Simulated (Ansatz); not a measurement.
# Ga (I4/mmm) in Ansatz: further runs

One crystal, Ga, is run at these levels: PBE, PBEsol; tasks: elastic constants, phonons.

Program: Ansatz 0.2.0. These are calculated values, not measurements. Logs are shortened: lines on timing, memory, paths and dates and some standing lists are left out, and cuts for length are marked.

## 1. The structure

It takes space group I4/mmm (No. 139, tetragonal). The conventional cell has a = 2.769 Å, b = 2.769 Å, c = 4.622 Å, α = 90.00°, β = 90.00°, γ = 90.00°. Around Ga (site symmetry 4/mmm) lie 12 Ga at 2.77 to 3.03 Å.

This isn't the form of Ga at room conditions, which is orthorhombic.

## 2. Elastic constants, PBE

input.yaml

```yaml
crystal:
  lattice:
    - [-1.3843987196, 1.3843987196, 2.3112238365]
    - [1.3843987196, -1.3843987196, 2.3112238365]
    - [1.3843987196, 1.3843987196, -2.3112238365]
  atoms:
    - { symbol: Ga, position: [0.0, 0.0, 0.0] }
hamiltonian:
  xc: pbe
  pseudopotentials: { kind: paw }
kpoints:
  mp_grid: { grid: [10, 10, 10] }
scf:
  occupations: { method: fermi_dirac, width: 0.05 }
output:
  forces: true
  stress: true
elastic:
  mode: relaxed_ion
  stencil: two_point
```

Potentials or basis: Ansatz PAW.

Started as:

```
> ansatz run input.yaml --threads 2 --pin off --max-ram 5632MiB --backend cpu --events-out ev --progress --plain --runs-dir out
```

Standard output:

```text
Warning: RAYON_NUM_THREADS=2 ignored (pool sized by the plan → 2); use --threads N
Engine: ansatz 0.2.0, aarch64-unknown-linux-gnu
Pseudopotentials: kind: paw
Pseudopotential: Ga, paw, valence charge 13, recommended cutoff 420 eV (normal), Ga.paw.azcp
Functional definition: PBE
  parameter kappa = 0.804
  parameter beta = 0.06672455060314922
  exchange = pbe_x(kappa = kappa, mu = beta*pi^2/3)
  correlation = pbe_c(beta = beta)
Crystal: 1 atoms, lattice volume = 17.718 Å³
Basis set: ecut = 420 eV, 331 PW (Γ), exchange–correlation on 48×48×48 points (8 copies of the dense FFT grid, shifted against one another)
Bands: 11, of which v1, the nominal top of the filled ones, is band 7 counted from 1 (6 counted from 0)
Symmetry: 16 space group operations
Space group: I4/mmm (ITA 139), of the structure as read, at distance tolerance 2.6e-5 Å
k-points: 102 of 1000
Non-local potential: Ga, projectors of the file, l = 0: 2, l = 1: 2, l = 2: 3, l = 3: 1
PAW form: soft (Blöchl's): semilocal exchange-correlation on the pseudo side does not see the compensation charge
PAW one-centre angular grid: Ga, 590 points (default); XC on 64 Gauss nodes
Initial density: superposition of atomic densities (neutral atoms: chi_scale 0, normalization atom), corrected by the library's trained network
Initial wavefunctions: pseudopotential atomic-orbital guess
Functional: x = pbe(κ = 0.804, μ = 0.2195149727645171), c = pbe(β = 0.06672455060314922)
SCF iter   1: F=—  HF=-3782.978510 eV  |F-HF|=—  |Δ(HF+E_count)|=         —  Δρ=1.05e-3  dr2=8.96e-5  ethr=1.77e-3  ⟨swp⟩=5.2  Hψ=6693  notcnv=0
preconditioner: auto → none  [metal: Δε(μ)=0.125 eV  Ē_g=22.009 eV  σ=0.050 eV  W_gap=0.43  n_scr=0 (ndim 8)  ℏωp=31.8 eV  f_vac=0.000  D(μ)=0.46/eV (n_scr^D=0)]
SCF iter   2: F=—  HF=-3782.978419 eV  |F-HF|=—  |Δ(HF+E_count)|=   9.14e-5  Δρ=5.63e-4  dr2=3.57e-5  ethr=6.89e-7  ⟨swp⟩=2.0  Hψ=2513  notcnv=0
SCF iter   3: F=—  HF=-3782.978408 eV  |F-HF|=—  |Δ(HF+E_count)|=   1.02e-5  Δρ=2.61e-4  dr2=6.51e-6  ethr=2.74e-7  ⟨swp⟩=2.0  Hψ=1616  notcnv=0
SCF iter   4: F=—  HF=-3782.978419 eV  |F-HF|=—  |Δ(HF+E_count)|=   1.04e-5  Δρ=1.03e-4  dr2=1.04e-6  ethr=5.01e-8  ⟨swp⟩=2.0  Hψ=1733  notcnv=0
SCF iter   5: F=—  HF=-3782.978419 eV  |F-HF|=—  |Δ(HF+E_count)|=   3.88e-7  Δρ=9.35e-6  dr2=9.63e-9  ethr=8.00e-9  ⟨swp⟩=2.0  Hψ=1733  notcnv=0
SCF iter   6: F=—  HF=-3782.978419 eV  |F-HF|=—  |Δ(HF+E_count)|=   2.92e-9  Δρ=5.41e-7  dr2=1.85e-11  ethr=7.41e-11  ⟨swp⟩=2.0  Hψ=1745  notcnv=0
SCF iter   7: F=—  HF=-3782.978419 eV  |F-HF|=—  |Δ(HF+E_count)|=  4.55e-12  Δρ=2.81e-8  dr2=4.87e-14  ethr=1.00e-12  ⟨swp⟩=3.8  Hψ=4989  notcnv=0
SCF iter   8: F=-3782.978419 eV  HF=-3782.978419 eV  |F-HF|=0.00e0  |Δ(HF+E_count)|=  9.09e-13  Δρ=1.47e-8  dr2=2.02e-14  ethr=1.00e-12  ⟨swp⟩=4.0  Hψ=3447  notcnv=0
SCF 1 converged in 8 iterations: F = -3782.978419 eV  dr2 = 2.02e-14
Crystal: 1 atoms, lattice volume = 17.683 Å³
Symmetry: 8 space group operations
k-points: 171 of 1000
Initial density: handed on by an earlier stage of this run
Initial wavefunctions: those handed on with the density
iter 1 solved again at ethr=1.40e-8 eV; its pass at ethr=3.10e-3 eV (dr2=1.81e-6 eV) is discarded
SCF iter   1: F=—  HF=-3782.977245 eV  |F-HF|=—  |Δ(HF+E_count)|=         —  Δρ=1.07e-4  dr2=2.17e-6  ethr=1.40e-8  ⟨swp⟩=2.4  Hψ=14348  notcnv=0  defer=2
preconditioner: auto → none  [metal: Δε(μ)=0.130 eV  Ē_g=22.023 eV  σ=0.050 eV  W_gap=0.46  n_scr=0 (ndim 8)  ℏωp=31.8 eV  f_vac=0.000  D(μ)=0.46/eV (n_scr^D=0)]
SCF iter   2: F=—  HF=-3782.977245 eV  |F-HF|=—  |Δ(HF+E_count)|=   3.73e-7  Δρ=4.62e-5  dr2=3.05e-7  ethr=1.40e-8  ⟨swp⟩=2.0  Hψ=2888  notcnv=0  defer=2
SCF iter   3: F=—  HF=-3782.977245 eV  |F-HF|=—  |Δ(HF+E_count)|=   4.23e-8  Δρ=1.55e-5  dr2=3.20e-8  ethr=2.35e-9  ⟨swp⟩=2.0  Hψ=2675  notcnv=0  defer=2
SCF iter   4: F=—  HF=-3782.977245 eV  |F-HF|=—  |Δ(HF+E_count)|=   2.51e-8  Δρ=3.74e-6  dr2=9.19e-10  ethr=2.46e-10  ⟨swp⟩=2.0  Hψ=2932  notcnv=0  defer=2
SCF iter   5: F=—  HF=-3782.977245 eV  |F-HF|=—  |Δ(HF+E_count)|=  4.65e-10  Δρ=8.50e-8  dr2=7.84e-13  ethr=7.07e-12  ⟨swp⟩=1.5  Hψ=1919  notcnv=0  defer=2
SCF iter   6: F=-3782.977245 eV  HF=-3782.977245 eV  |F-HF|=1.36e-12  |Δ(HF+E_count)|=  1.36e-12  Δρ=1.16e-8  dr2=7.99e-15  ethr=1.00e-12  ⟨swp⟩=4.3  Hψ=6118  notcnv=0
SCF 2 converged in 6 iterations: F = -3782.977245 eV  dr2 = 7.99e-15
Crystal: 1 atoms, lattice volume = 17.754 Å³
Basis set: ecut = 420 eV, 339 PW (Γ), exchange–correlation on 48×48×48 points (8 copies of the dense FFT grid, shifted against one another)
iter 1 solved again at ethr=5.32e-9 eV; its pass at ethr=3.10e-3 eV (dr2=6.92e-7 eV) is discarded
SCF iter   1: F=—  HF=-3782.979405 eV  |F-HF|=—  |Δ(HF+E_count)|=         —  Δρ=4.35e-4  dr2=6.92e-7  ethr=5.32e-9  ⟨swp⟩=1.2  Hψ=13278  notcnv=0
preconditioner: auto → none  [metal: Δε(μ)=0.021 eV  Ē_g=21.992 eV  σ=0.050 eV  W_gap=0.11  n_scr=0 (ndim 8)  ℏωp=31.8 eV  f_vac=0.000  D(μ)=0.45/eV (n_scr^D=0)]
SCF iter   2: F=—  HF=-3782.979518 eV  |F-HF|=—  |Δ(HF+E_count)|=   1.13e-4  Δρ=2.17e-4  dr2=1.73e-7  ethr=5.32e-9  ⟨swp⟩=1.0  Hψ=1820  notcnv=0
SCF iter   3: F=—  HF=-3782.979556 eV  |F-HF|=—  |Δ(HF+E_count)|=   3.77e-5  Δρ=5.32e-7  dr2=2.42e-11  ethr=1.33e-9  ⟨swp⟩=1.0  Hψ=1820  notcnv=0
SCF iter   4: F=—  HF=-3782.979556 eV  |F-HF|=—  |Δ(HF+E_count)|=  1.26e-10  Δρ=1.16e-7  dr2=1.80e-12  ethr=1.86e-13 (applied; sched 1.00e-12)  ⟨swp⟩=2.8  Hψ=2917  notcnv=0  defer=35
SCF iter   5: F=-3782.979556 eV  HF=-3782.979556 eV  |F-HF|=4.55e-13  |Δ(HF+E_count)|=  9.09e-13  Δρ=1.36e-8  dr2=1.76e-14  ethr=1.00e-12  ⟨swp⟩=3.0  Hψ=6557  notcnv=0
SCF 3 converged in 5 iterations: F = -3782.979556 eV  dr2 = 1.76e-14
iter 1 solved again at ethr=6.76e-9 eV; its pass at ethr=3.10e-3 eV (dr2=8.79e-7 eV) is discarded
[... 47 lines left out ...]
SCF iter   1: F=—  HF=-3782.978343 eV  |F-HF|=—  |Δ(HF+E_count)|=         —  Δρ=3.21e-4  dr2=3.75e-7  ethr=2.88e-9  ⟨swp⟩=1.3  Hψ=13358  notcnv=0  defer=1
SCF iter   2: F=—  HF=-3782.978402 eV  |F-HF|=—  |Δ(HF+E_count)|=   5.92e-5  Δρ=1.60e-4  dr2=9.36e-8  ethr=2.88e-9  ⟨swp⟩=1.0  Hψ=1817  notcnv=0  defer=1
SCF iter   3: F=—  HF=-3782.978422 eV  |F-HF|=—  |Δ(HF+E_count)|=   1.97e-5  Δρ=5.22e-7  dr2=3.54e-11  ethr=7.20e-10  ⟨swp⟩=1.0  Hψ=1817  notcnv=0  defer=1
SCF iter   4: F=—  HF=-3782.978422 eV  |F-HF|=—  |Δ(HF+E_count)|=  9.09e-13  Δρ=2.64e-7  dr2=5.36e-12  ethr=2.73e-13 (applied; sched 1.00e-12)  ⟨swp⟩=2.0  Hψ=2930  notcnv=0  defer=24
SCF iter   5: F=—  HF=-3782.978422 eV  |F-HF|=—  |Δ(HF+E_count)|=  5.00e-12  Δρ=7.35e-8  dr2=3.18e-13  ethr=4.13e-14 (applied; sched 1.00e-12)  ⟨swp⟩=2.0  Hψ=2707  notcnv=0  defer=64
SCF iter   6: F=-3782.978422 eV  HF=-3782.978422 eV  |F-HF|=0.00e0  |Δ(HF+E_count)|=  4.55e-13  Δρ=9.30e-9  dr2=4.53e-15  ethr=1.00e-12  ⟨swp⟩=4.1  Hψ=5877  notcnv=0
SCF 9 converged in 6 iterations: F = -3782.978422 eV  dr2 = 4.53e-15
SCF converged after 8 iterations
Free energy (F): -3782.978419 eV
Harris-Foulkes:  -3782.978419 eV  (|F-HF|=0.00e0)
Internal energy: -3782.974749 eV  (E = F + TS)
E sigma→0 (E₀):  -3782.976584 eV
Entropy (-TS):   -0.003670 eV (-3.670 meV/atom)
Fermi energy:    10.546814 eV
--- Per-component energies (eV) ---
  E_band       = -24.869990
  E_kinetic    = 115.298131
  E_local      = -1738.779553  (includes V_loc(G=0)·N_el)
  E_nonlocal   = 422.277226
  E_hartree    = 820.322618
  E_xc         = -69.754273
  E_vxc        = -58.646335  (∫ρ·V_xc dr)
  E_paw        = -1985.554133  (= ΣΔE_a)
  E_vpaw       = -405.664608  (= ΣTr[D̂ρ^β])
  E_aug_tail   = -0.000081  (compensation charges beyond the density's cutoff)
  E_ewald      = -1346.784685
  E_smearing   = -0.003670  (= −TS)
  E_closure    = 0.000000  (closes the sum)
  Σ components = -3782.978419   (vs F -3782.978419, Δ=0.00e0)
--- Forces (eV/Å), atoms counted from 1 ---
  atom   1  Ga     0.00000000     0.00000000     0.00000000
  max |Σ_I F_I| component: 2.47e-32 eV/Å
--- Stress (GPa, compression-positive) ---
        5.231927      -0.000000      -0.000000
       -0.000000       5.231927       0.000000
       -0.000000       0.000000       1.356625
  P = ⅓ Tr σ = 3.9402 GPa (39.402 kbar)
--- Band table (eV; the first three rows and the last of 102) ---
  k-point 0: bands = ["-4.4919", "-4.3344", "-4.2981", "-4.2981", "-4.1336", "-0.9444", "23.2879", "23.5942", "23.5942", "26.7343", "27.1574"]
  k-point 1: bands = ["-4.4483", "-4.3203", "-4.3173", "-4.2866", "-4.1560", "-0.5447", "21.2063", "21.7278", "22.3531", "24.2004", "27.6533"]
  k-point 2: bands = ["-4.3788", "-4.3295", "-4.2953", "-4.2540", "-4.2073", "0.6682", "18.3719", "19.3034", "20.1951", "21.7497", "25.3148"]
  k-point 101: bands = ["-4.6093", "-4.5140", "-4.0951", "-4.0951", "-4.0845", "6.0929", "6.6407", "17.7674", "17.7674", "20.8308", "21.8930"]
--- Elastic constants: 4 strain directions × 2 members + reference (group order 16) ---
  dense FFT box of the reference and of every strained cell: 24×24×24
  strains applied: 11, 33, 23, 12; error gains: componentwise 1.00 (the most a stress slope's error grows in a printed constant), spectral 1.41 (1 for all six strains in a standard setting)
  C = ∂σ_k/∂η_j (tension-positive GPa; Voigt order 11 22 33 23 13 12):
        88.957     97.075     37.216     -0.000     -0.000      0.000
        97.075     88.957     37.216     -0.000     -0.000      0.000
        33.356     33.356    105.960     -0.000     -0.000      0.000
         0.000     -0.000      0.000    -42.703     -0.000      0.000
         0.000      0.000      0.000     -0.000    -42.703     -0.000
        -0.000      0.000      0.000      0.000     -0.000    -12.838
  reference stress σ⁰ (GPa):     -5.232     -5.232     -1.357     -0.000      0.000      0.000
  C* (energy form; C + prestress term) asymmetry max|C*_kj − C*_jk| = 1.549e-2 GPa — a small one proves nothing (zero by symmetry where the batch's group is 432, −43m or m−3m); a large one is finite-difference/SCF noise where every solve meets its electron count
  moduli (Voigt/Reuss/Hill, GPa): K = 68.80/67.06/67.93   G = -11.90/-14.40/-13.15   E = -42.18   ν = 0.603
  mechanically stable: NO (min eigenvalue of sym C = -42.70 GPa)
  strain η (Voigt 11):  stress-route row diagonal C_11 = 88.96 GPa, energy-path curvature d²(F+E_count+ΔE)/dδ²/Ω₀ = 89.48 GPa
         δ    σ_11 (GPa)             F (eV)   n_scf  n_hpsi   n_pw
    -2.000e-3      -5.3931       -3782.9772448       6   33314    364   relax 0 steps, max|allowed force component| 0.00e0 eV/Å
     2.000e-3      -5.0372       -3782.9795559       5   28812    364   relax 0 steps, max|allowed force component| 0.00e0 eV/Å
  strain η (Voigt 33):  stress-route row diagonal C_33 = 105.96 GPa, energy-path curvature d²(F+E_count+ΔE)/dδ²/Ω₀ = 107.98 GPa
         δ    σ_33 (GPa)             F (eV)   n_scf  n_hpsi   n_pw
    -2.000e-3      -1.5735       -3782.9780972       6   19812    364   relax 0 steps, max|allowed force component| 0.00e0 eV/Å
     2.000e-3      -1.1496       -3782.9786969       6   18526    364   relax 0 steps, max|allowed force component| 0.00e0 eV/Å
  strain η (Voigt 23):  stress-route row diagonal C_44 = -42.70 GPa, energy-path curvature d²(F+E_count+ΔE)/dδ²/Ω₀ = -39.83 GPa
         δ    σ_23 (GPa)             F (eV)   n_scf  n_hpsi   n_pw
    -2.000e-3       0.0854       -3782.9784286       6   53053    364   relax 0 steps, max|allowed force component| 0.00e0 eV/Å
     2.000e-3      -0.0854       -3782.9784286       6   51038    364   relax 0 steps, max|allowed force component| 0.00e0 eV/Å
  strain η (Voigt 12):  stress-route row diagonal C_66 = -12.84 GPa, energy-path curvature d²(F+E_count+ΔE)/dδ²/Ω₀ = -8.48 GPa
         δ    σ_12 (GPa)             F (eV)   n_scf  n_hpsi   n_pw
    -2.000e-3       0.0257       -3782.9784220       7   34506    364   relax 0 steps, max|allowed force component| 0.00e0 eV/Å
     2.000e-3      -0.0257       -3782.9784220       6   30926    364   relax 0 steps, max|allowed force component| 0.00e0 eV/Å
```

Run time: 9.1 s. Hardware: 2 threads of Arm Neoverse V2, shared host; peak memory 0.34 GiB.

What came out:

| Item | Value |
| --- | --- |
| Free energy | -3782.9784 eV |
| Pressure | 3.9 GPa |
| Band gap on the k mesh | none (metal or under the smearing width) |
| Voigt bulk modulus | 69 GPa |

Elastic tensor in Voigt notation (GPa, in the Cartesian axes of the cell as first typed):
```
 89  97  37   0   0   0
 97  89  37   0   0   0
 33  33 106   0   0   0
  0   0   0 -43   0   0
  0   0   0   0 -43   0
  0   0   0   0   0 -13
```

Caveat: the cell is more than 3 GPa from zero pressure, which shifts response properties; the elastic tensor has a negative eigenvalue, so either the cell is unstable as it stands or the mesh is too thin.

(Part 1 of 2 ends here.)
